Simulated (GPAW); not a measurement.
**2 ML Fe on Re(0001), hcp site, 3 substrate layers: parallel, opposed and spinless runs**

Does 2 ML Fe on Re(0001), hcp site, 3 substrate layers prefer parallel or opposed moments, or none?

Main program and level: GPAW 26.7.0; revPBE; plane waves with GPAW's PAW setups, scalar-relativistic.

Most raw output is cut from this account.

## Step 1: Starting point

The cell holds 5 atoms: 3 Re and 2 Fe. Cell: a = 2.761 Å, b = 2.761 Å, c = 22.515 Å, α = 90.0°, β = 90.0°, γ = 120.0°. pseudomorphic film on the substrate's lattice, hard-sphere layer spacings, unrelaxed, 14 A of vacuum. Vacuum lies along c.

Structure file:

```cif
data_structure
_symmetry_space_group_name_H-M 'P 1'
_symmetry_Int_Tables_number 1
_cell_length_a 2.7608
_cell_length_b 2.7608
_cell_length_c 22.5151
_cell_angle_alpha 90.000
_cell_angle_beta 90.000
_cell_angle_gamma 120.000
_cell_volume 148.62
loop_
_atom_site_label
_atom_site_type_symbol
_atom_site_fract_x
_atom_site_fract_y
_atom_site_fract_z
_atom_site_occupancy
Re1 Re 0.00000 0.00000 0.31090 1
Re2 Re 0.66667 0.33333 0.40991 1
Re3 Re 0.00000 0.00000 0.50891 1
Fe4 Fe 0.66667 0.33333 0.60241 1
Fe5 Fe 0.00000 0.00000 0.68910 1
```

## Step 2: Run 1 (ferro ++)

Parallel moments need no larger cell; this start tests for a ferromagnetic state only.

The input, order1.py:

```python
import json
import numpy as np
from ase import Atoms
from ase.parallel import paropen, parprint
from gpaw import GPAW

atoms = Atoms(['Re', 'Re', 'Re', 'Fe', 'Fe'],
    cell=[[2.7608, 0.0, 0.0],
         [-1.3804, 2.390923, 0.0],
         [0.0, 0.0, 22.515056]],
    scaled_positions=[[0.0, 0.0, 0.310903],
         [0.666667, 0.333333, 0.409908],
         [0.0, 0.0, 0.508913],
         [0.666667, 0.333333, 0.602406],
         [0.0, 0.0, 0.689097]],
    pbc=True,
    magmoms=[0.0, 0.0, 0.0, 2.8, 2.8])
atoms.calc = GPAW(mode={'name': 'pw', 'ecut': 550},
    xc='revPBE',
    kpts={'size': (12, 12, 1), 'gamma': True},
    occupations={'name': 'fermi-dirac', 'width': 0.005},
    convergence={'density': 1e-05, 'energy': 1e-05},
    maxiter=200,
    symmetry={'tolerance': 1e-4},
    txt='order1.txt')
e = atoms.get_potential_energy(force_consistent=True)
res = {'free_energy': e, 'energy_sigma0': atoms.get_potential_energy(), 'fermi_energy': atoms.calc.get_fermi_level()}
res['moments'] = atoms.get_magnetic_moments().tolist()
res['total'] = atoms.get_magnetic_moment()
parprint('site moments (muB):', np.round(res['moments'], 3))
parprint(f"total moment: {res['total']:.3f} muB")
parprint(f'free energy: {e:.6f} eV')
atoms.calc.write('order1.gpw')
with paropen('results.json', 'w') as f:
    json.dump(res, f)
```

Launch:

```bash
$ OMP_NUM_THREADS=1 mpirun -n 4 gpaw python order1.py > order1.log
```

Wall time 91 s (4 MPI ranks of Arm Neoverse V2, shared host); peak memory 1.1 GiB.

Spin moment in the augmentation sphere by atom:

| atom | spin moment in the augmentation sphere (μB) |
| --- | --- |
| Re1 | -0.08 |
| Re2 | -0.05 |
| Re3 | -0.21 |
| Fe4 | 2.34 |
| Fe5 | 2.88 |

This step gave:

```
magnetization : 4.889 μB
final state   : ferromagnetic
```

After 37 cycles the largest moment stands at 2.88 μB.

## Step 3: Order 2, typed as antiferro +-

Another pattern of signs weighs the neighbour shells otherwise.

order2.py is the script of step 2 with these lines changed:

```diff
@@ -16,3 +16,3 @@
     pbc=True,
-    magmoms=[0.0, 0.0, 0.0, 2.8, 2.8])
+    magmoms=[0.0, 0.0, 0.0, 2.8, -2.8])
 atoms.calc = GPAW(mode={'name': 'pw', 'ecut': 550},
@@ -24,3 +24,3 @@
     symmetry={'tolerance': 1e-4},
-    txt='order1.txt')
+    txt='order2.txt')
 e = atoms.get_potential_energy(force_consistent=True)
@@ -32,3 +32,3 @@
 parprint(f'free energy: {e:.6f} eV')
-atoms.calc.write('order1.gpw')
+atoms.calc.write('order2.gpw')
 with paropen('results.json', 'w') as f:
```

Launch:

```bash
$ OMP_NUM_THREADS=1 mpirun -n 4 gpaw python order2.py > order2.log
```

Wall time 79 s (4 MPI ranks); peak memory 1 GiB.

Spin moment in the augmentation sphere by atom:

| atom | spin moment in the augmentation sphere (μB) |
| --- | --- |
| Re1 | -0.04 |
| Re2 | -0.02 |
| Re3 | -0.14 |
| Fe4 | 1.54 |
| Fe5 | -2.72 |

This step gave:

```
magnetization : -1.341 μB
final state   : ferrimagnetic
```

It lies 112 meV a seeded atom over the first start, and its largest moment is 2.72 μB against 2.88 μB.

## Step 4: Run 3 (no spin polarisation)

This run holds no moments, which gives a state to set the others against.

nospin.py is the script of step 3 with these lines changed:

```diff
@@ -15,4 +15,3 @@
          [0.0, 0.0, 0.689097]],
-    pbc=True,
-    magmoms=[0.0, 0.0, 0.0, 2.8, -2.8])
+    pbc=True)
 atoms.calc = GPAW(mode={'name': 'pw', 'ecut': 550},
@@ -24,11 +23,7 @@
     symmetry={'tolerance': 1e-4},
-    txt='order2.txt')
+    txt='nospin.txt')
 e = atoms.get_potential_energy(force_consistent=True)
 res = {'free_energy': e, 'energy_sigma0': atoms.get_potential_energy(), 'fermi_energy': atoms.calc.get_fermi_level()}
-res['moments'] = atoms.get_magnetic_moments().tolist()
-res['total'] = atoms.get_magnetic_moment()
-parprint('site moments (muB):', np.round(res['moments'], 3))
-parprint(f"total moment: {res['total']:.3f} muB")
 parprint(f'free energy: {e:.6f} eV')
-atoms.calc.write('order2.gpw')
+atoms.calc.write('nospin.gpw')
 with paropen('results.json', 'w') as f:
```

Launch:

```bash
$ OMP_NUM_THREADS=1 mpirun -n 4 gpaw python nospin.py > nospin.log
```

The job ended after 37 s (4 MPI ranks; peak memory 0.91 GiB).

Numbers from this step:

```
final state : non-magnetic (no spin polarisation)
```

It lies 402 meV a seeded atom over the first start.

## Step 5: The states side by side

These are free energies at a smearing of 0.005 eV, so its entropy term is in the differences. They are divided by the number of seeded atoms, so that cells of unlike size compare.

Orders:

| start | final state | typed order kept | energy over the lowest (meV a seeded atom) | largest site moment (μB) | net moment (μB a primitive cell) | mesh matched | CPU time (s) |
| --- | --- | --- | --- | --- | --- | --- | --- |
| ferro ++ | ferromagnetic | yes | 0 | 2.876 | 4.889 | yes | 365.5 |
| antiferro +- | ferrimagnetic | yes | 112.4 | 2.718 | 1.341 | yes | 313.6 |
| no spin polarisation | non-magnetic | - | 402.2 | 0 | 0 | yes | 147.6 |

## Step 6: Summary of results

| Quantity | Value |
| --- | --- |
| lowest state found | ferromagnetic (typed ferro ++) |
| largest site moment | 2.88 μB |
| next state | ferrimagnetic, 112 meV a seeded atom higher |
| energy gained by spin polarisation | 402 meV a seeded atom |

In words: The lowest state found is ferromagnetic, reached from the start ferro ++, with moments up to 2.88 μB. The next state costs 112 meV a seeded atom. This is the lowest of 3 finished starts, no proof of the ground state.

[Logs and program files are shortened in this print: banners, set-up blocks, solver, clock and traceback lines can be left out without a mark of their own.]

[Logs are printed without paths, hosts, clocks, repeated set-up lines and the standing remarks that a program may print on its own settings, such as how far it seeks lower states.]

[Hosts, paths, dates, database ids (printed as entryN), source tags and the programs' standing remarks are cut or masked in the printed files.]

[Where a cell is said to come from a database of computed structures, the database is the Materials Project.]
